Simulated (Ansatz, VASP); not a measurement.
Two plane-wave programs on HfC

The input INCAR:

```
PREC = Accurate ; ENCUT = 520
EDIFF = 1E-8 ; ISMEAR = -1
SIGMA = 0.05 ; LREAL = False
LASPH = True ; NELM = 100
ALGO = Normal ; ISIF = 2
LWAVE = False ; LCHARG = False
GGA = PE ; LEFG = True
NBANDS = 14
```

The input KPOINTS:

```
Automatic mesh
0
Gamma
  12 12 12
```

POSCAR

```
HfC
1.0
    0.0000000000      2.3250000000      2.3250000000
    2.3250000000      0.0000000000      2.3250000000
    2.3250000000      2.3250000000      0.0000000000
Hf C
1 1
Direct
    0.5000000000      0.5000000000      0.5000000000
    0.0000000000      0.0000000000      0.0000000000
```

Input for Ansatz:

```yaml
crystal:
  lattice:
    - [0.0, 2.325, 2.325]
    - [2.325, 0.0, 2.325]
    - [2.325, 2.325, 0.0]
  atoms:
    - { symbol: Hf, position: [0.5, 0.5, 0.5] }
    - { symbol: C, position: [0.0, 0.0, 0.0] }
kpoints:
  mp_grid: { grid: [12, 12, 12] }
  band_path:
    path:
      - [0.0, 0.0, 0.0]
      - [0.5, 0.0, 0.5]
      - [0.625, 0.25, 0.625]
      - [0.375, 0.375, 0.75]
      - [0.0, 0.0, 0.0]
      - [0.5, 0.5, 0.5]
      - [0.5, 0.25, 0.75]
      - [0.5, 0.0, 0.5]
    npoints: 8
scf:
  occupations: { method: fermi_dirac, width: 0.05 }
hamiltonian:
  xc: pbe
  pseudopotentials: { kind: paw }
output:
  forces: true
  stress: true
  eigenvalues: true
  efg: { contact_densities: true }
  populations: true
  bader: true
  dos: { projected: true, de: 0.2, e_range: [-14, 8] }
```

Alike in both runs: task electric field gradients; functional PBE; k mesh 12 × 12 × 12; occupations fermi-dirac, width 0.05 eV; no spin polarisation.

```csv
,VASP,Ansatz
version,VASP 6.6.1,Ansatz 0.2.0
potentials or method,"VASP PAW PBE potentials, release 64 (Hf_pv, C)","PAW with Ansatz's default frozen-core files, scalar-relativistic"
plane-wave cutoff (eV),520,420
valence electrons in the cell,14,30
```

|  | VASP | Ansatz | Ansatz less VASP |
| --- | --- | --- | --- |
| pressure (GPa) | -0.4 | 0.2 | +0.65 |
| Vzz of the field gradient on the site that differs most (V/Å²) | 0.0 | 0.0 | 0.00 |

The functional is the same, so the differences come from potentials, cutoffs and numerics. The two sets of potentials don't hold the same shells in valence. Ansatz warned: «gradients_without_spin_orbit».

Spin-orbit coupling is left out, which matters for the levels of Hf.
